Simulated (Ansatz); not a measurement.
Ag: energy less free atoms and pressure against volume scale

Results calculated with Ansatz 0.2.0, not measured. Periodic Kohn-Sham DFT of a crystal at fixed atoms, scaled to volume_scale times the given cell; pressure positive in compression, energy less spherical unpolarised free atoms, largest_vzz the field gradient of largest size among the nuclei.

The cell before it is scaled or strained (space group Fm-3m, No. 225):
```
Ag
1.0
      0.0000     2.0431     2.0431
      2.0431     0.0000     2.0431
      2.0431     2.0431     0.0000
Ag
1
Direct
  0.00000 0.00000 0.00000
```

Settings of every row: method all-electron LAPW; functional PBE; relativity scalar; k mesh 15x15x15; filling fermi-dirac; smearing width 0.05 eV; basis error target 1 meV/atom; nucleus gaussian.

Atom start moment: 0 on all atoms.

```csv
row,volume scale,V (Å³/atom),energy less free atoms (eV/atom),pressure (GPa)
1,0.94,16.033,-2.6487,13.081
2,0.9405,16.042,-2.6494,12.995
3,0.96,16.375,-2.6731,9.864
4,0.97,16.545,-2.6828,8.403
5,0.98,16.716,-2.691,7.033
6,1,17.057,-2.7032,4.542
7,1.01,17.227,-2.7075,3.413
8,1.02,17.398,-2.7105,2.355
9,1.03,17.569,-2.7125,1.366
10,1.04,17.739,-2.7135,0.441
11,1.06,18.08,?,?
```

Question: what energy less free atoms and pressure should row 11 give?

Worked fit of energy less free atoms. Take u = (V_r/V)^(2/3) − 1 with V_r = 16.886 Å³ an atom, which is twice the finite (Eulerian) strain; such expansions in the strain, on which the Birch-Murnaghan equation of state is built, carry the rest volume and the bulk modulus. The shown rows have u = 0.03516, 0.03477, 0.0207, 0.01369, 0.00677, -0.00669, -0.01324, -0.01972, -0.02609, -0.03232. Least squares give energy less free atoms = −2.69776 + 0.907 × u + 13.436 × u² + 13.3 × u³ eV/atom; a parabola predicts inner rows, each left out in turn, worse (root mean square 0.00013 against 3.9e-05 eV/atom). The rows lie off it by 0.0000, 0.0000, 0.0000, 0.0000, 0.0000, 0.0000, -0.0001, 0.0000, 0.0000, 0.0000. The withheld row has u = -0.04453, so the fit gives −2.69776 + 0.907 × (-0.04453) + 13.436 × (-0.04453)² + 13.3 × (-0.04453)³ = -2.7127 eV/atom.

The calculation gave -2.7126 eV/atom. The fit lies 0.0001 eV/atom (0.15 % of the column's range) below it, one unit of the last digit. This row lies beyond the range of the fit.

Worked fit of pressure. Take u = (V_r/V)^(2/3) − 1 with V_r = 16.886 Å³ an atom, which is twice the finite (Eulerian) strain; such expansions in the strain, on which the Birch-Murnaghan equation of state is built, carry the rest volume and the bulk modulus. The shown rows have u = 0.03516, 0.03477, 0.0207, 0.01369, 0.00677, -0.00669, -0.01324, -0.01972, -0.02609, -0.03232. Least squares give pressure = 5.7495 + 184.907 × u + 656.33 × u² + 489 × u³ GPa; a parabola predicts inner rows, each left out in turn, worse (root mean square 0.0055 against 0.0028 GPa). The rows lie off it by -0.002, 0.002, 0.001, -0.002, 0.001, 0.000, -0.002, 0.000, 0.003, -0.001. The withheld row has u = -0.04453, so the fit gives 5.7495 + 184.907 × (-0.04453) + 656.33 × (-0.04453)² + 489 × (-0.04453)³ = -1.226 GPa.

The calculation gave -1.227 GPa. The fit lies 0.001 GPa (0.007 % of the column's range) above it, one unit of the last digit. This row lies beyond the range of the fit.
